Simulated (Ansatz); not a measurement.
`Cc1ccncc1` + H₂ → `c1ccncc1` + CH₄ at 400 K and 1 bar (hydrogenolysis of a C–C bond).

Computed with Ansatz on PBE0-D4/def2-TZVP structures; ΔE is electronic, products minus reactants. CCSD(T)/CBS adds triple-zeta CCSD(T) − MP2 to the extrapolated MP2 energy (def2 sets, frozen cores). This one scheme is used for every species.

```csv
species,CCSD(T)/CBS energy (Eh),H − E (kJ/mol),S (J/(mol·K))
`Cc1ccncc1`,-287.22490,336.3,367.7
H₂,-1.17544,38.0,139.0
`c1ccncc1`,-247.95918,256.8,307.5
CH₄,-40.46206,131.3,197.2
```

H − E and S are ideal-gas, rigid-rotor, harmonic terms from PBE0-D4/def2-TZVP. For small species the MP2-based limit differs from directly extrapolated CCSD(T) by up to some mEh (0.8 for H₂); such offsets cancel only in part. 1 Eh = 2625.50 kJ/mol, R = 8.31446 J/(mol·K).

Q: By hand: ΔE, ΔH, ΔS and ΔG.

A: ΔE = (-247.95918) + (-40.46206) − (-287.22490) − (-1.17544) = -0.02090 Eh = -54.9 kJ/mol. Δ(H − E) = 256.8 + 131.3 − 336.3 − 38.0 = 13.8, so ΔH = -41.1 kJ/mol. ΔS = 307.5 + 197.2 − 367.7 − 139.0 = -2.0 J/(mol·K). ΔG = -41.1 − 400 × (-2.0)/1000 = -40.3 kJ/mol.

Q: By hand: the equilibrium constant, and the temperature at which ΔG would vanish if ΔH and ΔS stayed fixed.

A: log₁₀ K = −ΔG/(RT ln 10) = 5.3. ΔG = 0 at ΔH/ΔS = 20550 K, far beyond where these terms or the molecules hold.

The number of gas molecules stays the same, so ΔS is small and ΔH decides. A doubt of 5 kJ/mol in ΔE shifts log₁₀ K by 0.7 here. Modes under 60 cm⁻¹, often nearly free rotors, make the harmonic entropy too high. These are equilibria of isolated gas molecules and say nothing of rates. Largest T1 diagnostic: 0.012 (customary marks: 0.02 for closed shells, 0.045 for open ones).
